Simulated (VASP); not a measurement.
# C₂H₆O, saddle point by the improved dimer method: which settings are enough?

C₂H₆O, molecule in box, 9 atoms in the cell. PBE, improved dimer method; PAW potentials C, O, H (PBE set). VASP 6.6.1.

Wanted: barrier within 0.005 eV; imaginary frequency within 25 cm⁻¹.

Path: methyl rotation in CH3OCH3.

The series start from Force threshold EDIFFG (eV/Å): -0.02; Electronic threshold EDIFF (eV): 1e-7; Difference formula and dimer length: forward, 0.01 A; Step settings: default; Least rotation MINROT (rad): default. Each series keeps the choices made before it, and each single choice may use up half of a tolerance. Times cover all steps of a run.

## Force threshold EDIFFG (eV/Å)

| Force threshold EDIFFG (eV/Å) | Barrier (eV) | Imaginary frequency (cm⁻¹) | Time (s) |
|---|---|---|---|
| -0.1 | 0.1080 | 230 | 462 |
| -0.05 | 0.1057 | 226 | 539 |
| -0.02 | 0.1056 | 224 | 585 |
| -0.01 | 0.1055 | 220 | 650 |
| -0.005 (reference) | 0.1055 | 222 | 660 |

Chosen: -0.1, the loosest value from which every tighter one stays within half of the tolerance.

## Electronic threshold EDIFF (eV)

| Electronic threshold EDIFF (eV) | Barrier (eV) | Imaginary frequency (cm⁻¹) | Time (s) |
|---|---|---|---|
| 0.0001 | no result | no result | 597 |
| 1e-5 | 0.1088 | 244 | 428 |
| 1e-6 | 0.1079 | 231 | 449 |
| 1e-7 | 0.1080 | 230 | 462 |
| 1e-8 (reference) | 0.1080 | 230 | 542 |

Chosen: 1e-6.

## Difference formula and dimer length

| Difference formula and dimer length | Barrier (eV) | Imaginary frequency (cm⁻¹) | Time (s) |
|---|---|---|---|
| forward, 0.01 A | 0.1079 | 231 | 449 |
| central, 0.01 A | 0.1079 | 231 | 495 |
| forward, 0.003 A | 0.1079 | 231 | 491 |
| forward, 0.03 A | 0.1080 | 230 | 476 |
| central, 0.03 A | 0.1080 | 230 | 497 |

Chosen: forward, 0.01 A; no other choice that stays within half of the tolerance saves 30 % of the time.

## Step settings

| Step settings | Barrier (eV) | Imaginary frequency (cm⁻¹) | Time (s) |
|---|---|---|---|
| default | 0.1079 | 231 | 449 |
| STEP_MAX 0.2 | 0.1079 | 231 | 442 |
| STEP_MAX 0.3, STEP_SIZE 0.03 | 0.1080 | 232 | 445 |
| STEP_MAX 0.05 | 0.1079 | 231 | 439 |

Chosen: default.

## Least rotation MINROT (rad)

| Least rotation MINROT (rad) | Barrier (eV) | Imaginary frequency (cm⁻¹) | Time (s) |
|---|---|---|---|
| default | 0.1079 | 231 | 449 |
| 0.05 | 0.1080 | 229 | 456 |
| 0.001 | 0.1080 | 230 | 463 |

Chosen: default.

## All choices together

| Input | Barrier (eV) | Imaginary frequency (cm⁻¹) | Time (s) |
|---|---|---|---|
| the axis left out of POSCAR (naive) | crashed | crashed | 237 |
| chosen settings | 0.1079 | 231 | 449 |
| reference settings throughout | 0.1055 | 222 | 781 |

The tolerance is met.

## The input

INCAR.step1:
```
SYSTEM = H6C2O
ALGO = Normal
EDIFF = 1E-7
EDIFFG = -0.005
ENCUT = 400
IBRION = 2
ISIF = 2
ISMEAR = 0
ISYM = 0
LASPH = .TRUE.
LCHARG = .FALSE.
LREAL = .FALSE.
LWAVE = .FALSE.
NELM = 100
NSW = 100
POTIM = 0.5
PREC = Normal
SIGMA = 0.01
```

INCAR.step2, as INCAR.step1 but for:
```
- EDIFFG = -0.005
- IBRION = 2
- ISIF = 2
- NSW = 100
- POTIM = 0.5
+ IBRION = 5
+ NFREE = 2
+ NSW = 1
+ POTIM = 0.015
```

INCAR.step3, as INCAR.step2 but for:
```
- EDIFF = 1E-7
- IBRION = 5
- NFREE = 2
- NSW = 1
- POTIM = 0.015
+ EDIFF = 1E-6
+ EDIFFG = -0.1
+ IBRION = 44
+ NSW = 300
```

KPOINTS:
```
k-points
0
Gamma
  1 1 1
```

POSCAR.step1:
```
H6C2O
1.0
    8.0000000000      0.0000000000      0.0000000000
    0.0000000000     11.5000000000      0.0000000000
    0.0000000000      0.0000000000      9.0000000000
C O H
2 1 6
Direct
    0.4997880217      0.5986531356      0.5146228475
    0.4997880217      0.3959183530      0.5146228475
    0.4997880217      0.4972857443      0.6035184031
    0.4997880217      0.6727439182      0.5901954031
    0.6112610217      0.6028787878      0.4434535142
    0.3883150217      0.6028787878      0.4434535142
    0.4997880217      0.3218275704      0.5901954031
    0.3883150217      0.3916927008      0.4434535142
    0.6112610217      0.3916927008      0.4434535142
```

POSCAR.step2:
```
H6C2O
1.0
    8.0000000000      0.0000000000      0.0000000000
    0.0000000000     11.5000000000      0.0000000000
    0.0000000000      0.0000000000      9.0000000000
C O H
2 1 6
Direct
    0.4992863830      0.5987671442      0.5148351066
    0.4992863830      0.3960323616      0.5148351066
    0.4992863830      0.4973997529      0.6037306622
    0.6121866170      0.6471988308      0.5426360130
    0.5008301400      0.5773072180      0.3958448196
    0.3893571400      0.6533113936      0.5373480441
    0.4992863830      0.3219415790      0.5904076622
    0.3878133830      0.3918067094      0.4436657733
    0.6107593830      0.3918067094      0.4436657733
```

POSCAR.step3:
```
H6C2O
1.0
    8.0000000000      0.0000000000      0.0000000000
    0.0000000000     11.5000000000      0.0000000000
    0.0000000000      0.0000000000      9.0000000000
C O H
2 1 6
Direct
    0.4992863830      0.5987671442      0.5148351066
    0.4992863830      0.3960323616      0.5148351066
    0.4992863830      0.4973997529      0.6037306622
    0.6121866170      0.6471988308      0.5426360130
    0.5008301400      0.5773072180      0.3958448196
    0.3893571400      0.6533113936      0.5373480441
    0.4992863830      0.3219415790      0.5904076622
    0.3878133830      0.3918067094      0.4436657733
    0.6107593830      0.3918067094      0.4436657733

   -0.0170889984      0.0070210660      0.0161296055
   -0.0370423927     -0.0017252293     -0.0114803553
    0.0552324133     -0.0070488806     -0.0063209393
   -0.3159460987      0.2931124908      0.4408767651
    0.5346913791      0.0309857343      0.0169175759
   -0.3108533467     -0.2733703200     -0.3652839432
   -0.0020716454     -0.0048807263     -0.0153692717
   -0.0832484982      0.0113025169      0.0521531311
   -0.0831998874     -0.0095556327     -0.0751770448
```

POSCAR.step4:
```
H6C2O
1.0
    8.0000000000      0.0000000000      0.0000000000
    0.0000000000     11.5000000000      0.0000000000
    0.0000000000      0.0000000000      9.0000000000
C O H
2 1 6
Direct
    0.5007366745      0.6005410420      0.5151334418
    0.4984338038      0.3942380387      0.5150767395
    0.4971959237      0.4969889912      0.6028084153
    0.6135631698      0.6518884305      0.5407542133
    0.5017513641      0.5806489961      0.3952468095
    0.3895172548      0.6535736641      0.5396873801
    0.4988493359      0.3197157655      0.5911227241
    0.3867543821      0.3882828927      0.4427734367
    0.6113266560      0.3896894092      0.4443592677
```

Commands (each step's output is kept before the next begins):
```
cat potpaw_PBE.64/C/POTCAR potpaw_PBE.64/O/POTCAR potpaw_PBE.64/H/POTCAR > POTCAR
cp INCAR.step1 INCAR
cp POSCAR.step1 POSCAR
mpirun -np 4 vasp_gam > vasp.out
cp INCAR.step2 INCAR
cp POSCAR.step2 POSCAR
mpirun -np 4 vasp_gam > vasp.out
# the block under the positions in POSCAR is the starting axis: the most unstable mode of the Hessian, divided by the root of the mass
cp INCAR.step3 INCAR
cp POSCAR.step3 POSCAR
mpirun -np 4 vasp_gam > vasp.out
# POSCAR: the saddle point
cp INCAR.step2 INCAR
cp POSCAR.step4 POSCAR
mpirun -np 4 vasp_gam > vasp.out
```

The chosen input took VASP 6.6.1 449 s on 4 cores (AMD EPYC 7R13 (Zen 3)), a shared host.
